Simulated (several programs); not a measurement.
BN built on the zincblende prototype, relaxed with r2SCAN in Ansatz, was computed with several methods. Space group F-43m (No. 216), cubic; conventional cell a = 3.610 Å, 5.88 Å³ an atom. B is surrounded by 4 N at 1.56 Å; N is surrounded by 4 B at 1.56 Å. No spin polarisation and no zero-point or thermal motion.

```cif
data_structure
_symmetry_space_group_name_H-M 'F-43m'
_symmetry_Int_Tables_number 216
_cell_length_a 3.6097
_cell_length_b 3.6097
_cell_length_c 3.6097
_cell_angle_alpha 90.000
_cell_angle_beta 90.000
_cell_angle_gamma 90.000
_cell_volume 47.03
loop_
_atom_site_label
_atom_site_type_symbol
_atom_site_symmetry_multiplicity
_atom_site_Wyckoff_symbol
_atom_site_fract_x
_atom_site_fract_y
_atom_site_fract_z
_atom_site_occupancy
B1 B 4 a 0.00000 0.00000 0.00000 1
N1 N 4 d 0.25000 0.25000 0.75000 1
```

Gaps and times are for a single point on this cell; volume and bulk modulus come from each method's own relaxation or energy curve at fixed shape. Times are rough, from shared hosts (Arm Neoverse V2; Intel Xeon Platinum 8488C; NVIDIA H100 80GB HBM3), and each method has its own mesh and cell size. Gaps from k meshes are read at a limited set of points (mesh, symmetry points, PBE's band edges), so each method's own least gap may be somewhat smaller. Force fields have no electrons; where one was fitted to this phase, its volume and modulus reflect the fit. Minimal bases can be far off for gaps. Times of the plane-wave ladder aren't listed, since it ran on unlike processors and cards. GLLB-SC's gap includes the derivative discontinuity. G0W0 is at finite bands, cutoff and mesh. d marks a direct gap, i an indirect one (no mark: not told apart), a dash a value that wasn't computed or didn't pass its checks.

```json
{"method": "PBEsol", "kind": "semilocal", "gap (eV)": "–", "own volume (Å³/atom)": "5.86", "bulk modulus (GPa)": "–", "atoms computed": "2", "processor time": "–"}
{"method": "BN.extep (LAMMPS)", "kind": "force field", "gap (eV)": "–", "own volume (Å³/atom)": "5.63", "bulk modulus (GPa)": "402", "atoms computed": "2", "processor time": "0.11 s"}
{"method": "BNC.tersoff (LAMMPS)", "kind": "force field", "gap (eV)": "–", "own volume (Å³/atom)": "5.33", "bulk modulus (GPa)": "466", "atoms computed": "2", "processor time": "0.12 s"}
{"method": "light PBE (260 eV and a coarse mesh)", "kind": "light plane-wave", "gap (eV)": "4.40 i", "own volume (Å³/atom)": "–", "bulk modulus (GPa)": "–", "atoms computed": "2", "processor time": "0.32 s"}
{"method": "non-self-consistent DFTB (CP2K)", "kind": "tight binding", "gap (eV)": "9.57 d", "own volume (Å³/atom)": "–", "bulk modulus (GPa)": "–", "atoms computed": "2", "processor time": "0.67 s"}
{"method": "PBE", "kind": "semilocal", "gap (eV)": "4.48 i", "own volume (Å³/atom)": "5.95", "bulk modulus (GPa)": "372", "atoms computed": "2", "processor time": "–"}
{"method": "LDA", "kind": "semilocal", "gap (eV)": "4.37 i", "own volume (Å³/atom)": "5.74", "bulk modulus (GPa)": "–", "atoms computed": "2", "processor time": "–"}
{"method": "r2SCAN", "kind": "semilocal", "gap (eV)": "5.00 i", "own volume (Å³/atom)": "5.88", "bulk modulus (GPa)": "392", "atoms computed": "2", "processor time": "–"}
{"method": "GLLB-SC (GPAW)", "kind": "model potential", "gap (eV)": "5.88", "own volume (Å³/atom)": "–", "bulk modulus (GPa)": "–", "atoms computed": "2", "processor time": "2.9 s"}
{"method": "G0W0@LDA (140 eV screening cutoff)", "kind": "many-body", "gap (eV)": "5.97", "own volume (Å³/atom)": "–", "bulk modulus (GPa)": "–", "atoms computed": "2", "processor time": "–"}
{"method": "PBE/single zeta (GPAW)", "kind": "small basis", "gap (eV)": "6.48 i", "own volume (Å³/atom)": "–", "bulk modulus (GPa)": "–", "atoms computed": "2", "processor time": "7.7 s"}
{"method": "PBE/SZV (CP2K)", "kind": "small basis", "gap (eV)": "8.49 i", "own volume (Å³/atom)": "6.19", "bulk modulus (GPa)": "365", "atoms computed": "2", "processor time": "8.5 s"}
{"method": "PBE/DZVP (CP2K)", "kind": "small basis", "gap (eV)": "4.54 i", "own volume (Å³/atom)": "5.97", "bulk modulus (GPa)": "366", "atoms computed": "2", "processor time": "21 s"}
{"method": "HSE06", "kind": "hybrid", "gap (eV)": "5.79 i", "own volume (Å³/atom)": "5.81", "bulk modulus (GPa)": "–", "atoms computed": "2", "processor time": "–"}
{"method": "PBE0", "kind": "hybrid", "gap (eV)": "6.56 i", "own volume (Å³/atom)": "–", "bulk modulus (GPa)": "–", "atoms computed": "2", "processor time": "–"}
{"method": "Hartree-Fock", "kind": "exact exchange", "gap (eV)": "13.73 i", "own volume (Å³/atom)": "–", "bulk modulus (GPa)": "–", "atoms computed": "2", "processor time": "–"}
{"method": "G0W0@r2SCAN (180 eV screening cutoff)", "kind": "many-body", "gap (eV)": "6.28", "own volume (Å³/atom)": "–", "bulk modulus (GPa)": "–", "atoms computed": "2", "processor time": "–"}
{"method": "r2SCAN0", "kind": "hybrid", "gap (eV)": "6.89 i", "own volume (Å³/atom)": "–", "bulk modulus (GPa)": "–", "atoms computed": "2", "processor time": "–"}
{"method": "DDH-PBE0", "kind": "hybrid", "gap (eV)": "6.28 i", "own volume (Å³/atom)": "–", "bulk modulus (GPa)": "–", "atoms computed": "2", "processor time": "–"}
{"method": "G0W0@PBE0 (180 eV screening cutoff)", "kind": "many-body", "gap (eV)": "6.73", "own volume (Å³/atom)": "–", "bulk modulus (GPa)": "–", "atoms computed": "2", "processor time": "–"}
{"method": "G0W0@PBE (260 eV screening cutoff)", "kind": "many-body", "gap (eV)": "6.19", "own volume (Å³/atom)": "–", "bulk modulus (GPa)": "–", "atoms computed": "2", "processor time": "–"}
{"method": "G0W0@HSE06 (180 eV screening cutoff)", "kind": "many-body", "gap (eV)": "6.57", "own volume (Å³/atom)": "–", "bulk modulus (GPa)": "–", "atoms computed": "2", "processor time": "–"}
```

Problem. How far from the measured values lie the methods that can be set against them?

Solution.
- Bulk modulus, measured 395 GPa: BN.extep (LAMMPS) +1.8 %, BNC.tersoff (LAMMPS) +18.0 %, PBE -5.9 %, r2SCAN -0.8 %, PBE/SZV (CP2K) -7.5 %, PBE/DZVP (CP2K) -7.4 %.
- Volume, measured 5.906 Å³ an atom: PBEsol -0.8 %, BN.extep (LAMMPS) -4.7 %, BNC.tersoff (LAMMPS) -9.7 %, PBE +0.8 %, LDA -2.8 %, r2SCAN -0.5 %, PBE/SZV (CP2K) +4.8 %, PBE/DZVP (CP2K) +1.2 %, HSE06 -1.6 %.
The calculations are for a static lattice; samples hold vibrations, temperature and, in optical gaps, excitons. A measured value is shown where most reports agree with it, and only for the quantities listed. Sources: 395 GPa (isothermal B0, Vinet fit; 300 K; “Effect of nanostructuration on compressibility of cubic BN”; literature value for micron-sized crystals, from another study; 2012; arxiv:1208.3664); 5.906 Å³ an atom (from the lattice constants; a at ambient conditions; 295 K; “Equation of state of cubic boron nitride at high pressures and temperatures”; 2007; arxiv:cond-mat/0702656).
